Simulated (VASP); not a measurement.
# BiS (R-3m) in VASP: a series of runs, part 2 of 2

VASP 6.6.1. The steps go on from the part before.

### Step 3. Relaxation of cell and atoms, SCAN+D3

The input, INCAR:

```
SYSTEM = BiS
ALGO = Normal
EDIFF = 1E-7
EDIFFG = -0.01
ENCUT = 600
IBRION = 2
ISIF = 3
ISMEAR = -1
IVDW = 11
LASPH = .True.
LCHARG = .False.
LMIXTAU = .True.
LREAL = .False.
LWAVE = .False.
METAGGA = SCAN
NELM = 80
NSW = 40
PREC = Accurate
SIGMA = 0.05
```

The input, KPOINTS:

```
k-points
0
Gamma
  8 8 8
  0 0 0
```

The input, POSCAR:

```
BiS
1.0
    2.1092708700      1.2177881000      3.5004874800
   -2.1092708700      1.2177881000      3.5004874800
    0.0000000000     -2.4355762100      3.5004874800
Bi S
1 1
Direct
    0.0000000000      0.0000000000      0.0000000000
    0.5000000000      0.5000000000      0.5000000000
```

Potentials or basis: VASP PAW PBE potentials, release 64 (Bi_d, S).

Command:

```bash
$ cat potpaw_PBE.64/Bi_d/POTCAR potpaw_PBE.64/S/POTCAR > POTCAR
$ mpirun -np 1 vasp_std > vasp.out
```

OUTCAR:

```text
SYSTEM = BiS
   EDIFF = 1E-7
   EDIFFG = -0.01
   ENCUT = 600
   IBRION = 2
   ISIF = 3
   ISMEAR = -1
   IVDW = 11
   LASPH = .True.
   LREAL = .False.
   METAGGA = SCAN
   NELM = 80
   NSW = 40
   PREC = Accurate
 IVDW          = 11

 ion  position               nearest neighbor table
   1  0.000  0.000  0.000-   2 3.00   2 3.00   2 3.00   2 3.00   2 3.00   2 3.00
   2  0.500  0.500  0.500-   1 3.00   1 3.00   1 3.00   1 3.00   1 3.00   1 3.00

  LATTYP: Found a trigonal (rhomboedric) cell.
 ALAT       =     4.2644394775
 COS(alpha) =     0.5107049814

  Lattice vectors:

 A1 = (   2.1092708700,   1.2177881000,   3.5004874800)
 A2 = (  -2.1092708700,   1.2177881000,   3.5004874800)
 A3 = (   0.0000000000,  -2.4355762100,   3.5004874800)

Analysis of symmetry for initial positions (statically):
=====================================================================
 Subroutine PRICEL returns:
 Original cell was already a primitive cell.

 Routine SETGRP: Setting up the symmetry group for a
 trigonal (rhombohedral) supercell.

 Subroutine GETGRP returns: Found 12 space group operations
 (whereof 12 operations were pure point group operations)
 out of a pool of 12 trial point group operations.

The static configuration has the point symmetry D_3d.

Analysis of symmetry for dynamics (positions and initial velocities):
=====================================================================
 Subroutine PRICEL returns:
 Original cell was already a primitive cell.

 Routine SETGRP: Setting up the symmetry group for a
 trigonal (rhombohedral) supercell.

 Subroutine GETGRP returns: Found 12 space group operations
 (whereof 12 operations were pure point group operations)
 out of a pool of 12 trial point group operations.

The dynamic configuration has the point symmetry D_3d.

 Subroutine INISYM returns: Found 12 space group operations
 (whereof 12 operations are pure point group operations),
 and found     1 'primitive' translations

----------------------------------------------------------------------------------------

                                     Primitive cell

  volume of cell :      53.9491

  direct lattice vectors                    reciprocal lattice vectors
     2.109270870  1.217788100  3.500487480     0.237048739  0.136860153  0.095224832
[... 108 lines left out ...]
  Fermi-wavevector in a.u.,A,eV,Ry     =   1.195327  2.258840 19.440087  1.428806
  Thomas-Fermi vector in A             =   2.331295
   LORBIT       =      0    0 simple, 1 ext, 2 COOP (PROOUT), +10 PAW based schemes
   METAGGA = SCAN    functional components
   LHFCALC =     F    Hartree Fock is set to
   AEXX    =    0.0000 exact exchange contribution
   IVDW    =    11    specifies the selected vdW correction
   LEPSILON=     F    determine dielectric tensor
   LRPA    =     F    only Hartree local field effects (RPA)
 conjugate gradient relaxation of ions
 non-spin polarized calculation
  energy-cutoff  :      600.00
  volume of cell :       53.95
 maximum number of plane-waves:      1829
 NGX is ok and might be reduce to    36
   NGX = 17   NGY = 17   NGZ = 17

--------------------------------------- Ionic step        1  -------------------------------------------

 number of electron      20.9999999 magnetization

 Free energy of the ion-electron system (eV)
  ---------------------------------------------------
  ext. energy  EPLUGINS =         0.00000000
  ---------------------------------------------------
  free energy    TOTEN  =       -88.11711229 eV

  energy without entropy =      -88.10160976  energy(sigma->0) =      -88.10936103

------------------------ aborting loop because EDIFF is reached ----------------------------------------

 Edisp (eV)   -0.16148

 E6    (eV) :    -0.1615
[... 285 lines left out ...]
--------------------------------------- Ionic step        8  -------------------------------------------

 number of electron      20.9999999 magnetization

 Free energy of the ion-electron system (eV)
  ---------------------------------------------------
  ext. energy  EPLUGINS =         0.00000000
  ---------------------------------------------------
  free energy    TOTEN  =       -88.25154526 eV

  energy without entropy =      -88.24639548  energy(sigma->0) =      -88.24897037

 E-fermi :   7.6160     XC(G=0): -10.9098

 val. band max:        7.6093031998   @ k =   0.5000   0.2500   0.2500
 cond. band min:       7.6266570442   @ k =   0.5000   0.5000   0.5000
 fundamental gap:      0.0173538445
 Fermi energy:         7.6159756106

 k-point     1 :       0.0000    0.0000    0.0000
  band No.  band energies     occupation
      1     -16.5790      2.00000
      2     -16.5543      2.00000
      3     -16.5543      2.00000
      4     -16.5263      2.00000
      5     -16.5263      2.00000
      6      -8.6236      2.00000
      7      -1.8875      2.00000
      8       2.3880      2.00000
      9       4.7938      2.00000
     10       4.7938      2.00000
     11      10.7238      0.00000
     12      10.7238      0.00000
     13      11.1167      0.00000
     14      12.4974      0.00000
[... 377 lines left out ...]
      1     -16.5780      2.00000
      2     -16.5562      2.00000
      3     -16.5515      2.00000
      4     -16.5273      2.00000
      5     -16.4976      2.00000
      6      -7.5893      2.00000
      7      -3.5791      2.00000
      8       2.6116      2.00000
      9       5.0133      2.00000
     10       5.3147      2.00000
     11       7.4491      1.93144
     12       8.2579      0.00001
     13       9.2272      0.00000
     14      14.5684      0.00000

 [... further k-points ...]

------------------------ aborting loop because EDIFF is reached ----------------------------------------

 Edisp (eV)   -0.17976

 E6    (eV) :    -0.1798
[... 27 lines left out ...]
  FREE ENERGIE OF THE ION-ELECTRON SYSTEM (eV)
  ---------------------------------------------------
  free  energy   TOTEN  =       -88.4313027921 eV

  energy  without entropy=      -88.4261530173  energy(sigma->0) =      -88.42872790

 reached required accuracy - stopping structural energy minimisation
```

OSZICAR:

```text
N       E                     dE             d eps       ncg     rms          rms(c)
DAV:   1     0.977328182401E+02    0.97733E+02   -0.11698E+04  1826   0.175E+03
DAV:   2    -0.783076105496E+02   -0.17604E+03   -0.17341E+03  1910   0.427E+02
DAV:   3    -0.927310104058E+02   -0.14423E+02   -0.14250E+02  2408   0.120E+02
DAV:   4    -0.930756474473E+02   -0.34464E+00   -0.34365E+00  2006   0.214E+01
[... 136 lines left out ...]
DAV:   7    -0.882515486618E+02    0.65826E-05   -0.10897E-04  2042   0.117E-01    0.266E-02
DAV:   8    -0.882515542250E+02   -0.55632E-05   -0.65761E-06  2136   0.315E-02    0.338E-02
DAV:   9    -0.882515454140E+02    0.88110E-05   -0.19929E-05  2214   0.461E-02    0.198E-03
DAV:  10    -0.882515452749E+02    0.13908E-06   -0.49545E-06  1874   0.251E-02    0.344E-03
DAV:  11    -0.882515452553E+02    0.19599E-07   -0.41639E-07  2032   0.723E-03
   8 F= -.88431303E+02 E0= -.88428728E+02  d E =-.121171E+00
```

CONTCAR:

```text
BiS
   1.00000000000000
     1.8970632211998451    1.0952699571384967    3.9308851079775664
    -1.8970632211998451    1.0952699571384967    3.9308851079775664
     0.0000000000000001   -2.1905399244911488    3.9308851083879075
  Bi              S
     1     1
Direct
     0.0000000000000000    0.0000000000000000    0.0000000000000000
     0.5000000000000000    0.5000000000000000    0.5000000000000000

  0.00000000E+00  0.00000000E+00  0.00000000E+00
  0.00000000E+00  0.00000000E+00  0.00000000E+00
```

Run time: 34 min. Hardware: 1 thread of Intel Xeon Platinum 8259CL at 2.50GHz (Skylake/Cascade Lake), shared host; peak memory 0.28 GiB.

What came out:

```
Free energy                            : -88.4313 eV
Relaxed volume                         : 24.50 Å³/atom
Relaxed cell                           : a = 4.500 Å, b = 4.500 Å, c = 4.500 Å, α = 49.87°, β = 49.87°, γ = 49.87°
Space group after relaxing (to 0.05 Å) : R-3m (No. 166)
Energy gained by relaxing              : 76.4 meV/atom
Ionic steps                            : 8
Pressure after relaxing                : 0.0 GPa
Band gap on the k mesh                 : none (metal or under the smearing width)
Dispersion energy per atom             : -0.090 eV
```

Step by step:
```tsv
step	energy change (eV)	largest force (eV/Å)	pressure (GPa)	volume (Å³)
1	0.0000	0.0000	-3.23	53.95
2	-0.0253	0.0000	1.79	49.81
3	-0.0315	0.0000	0.08	51.02
4	-0.0348	0.0000	0.10	50.96
5	-0.0499	0.0000	0.11	50.77
6	-0.0881	0.0000	0.14	50.31
7	-0.1527	0.0000	0.02	49.06
8	-0.1527	0.0000	0.01	49.01
```

Final structure:
```xyz
2
Lattice="1.8971 1.0953 3.9309 -1.8971 1.0953 3.9309 0.0000 -2.1905 3.9309" Properties=species:S:1:pos:R:3 pbc="T T T"
Bi    0.0000    0.0000    0.0000
S     0.0000    0.0000    5.8963
```

Caveat: the PAW data sets were made with another functional, which shifts forces and pressure a little; spin-orbit coupling is left out, which moves the levels of the heavy elements; pairwise dispersion overbinds metals, which lowers pressure and volume.
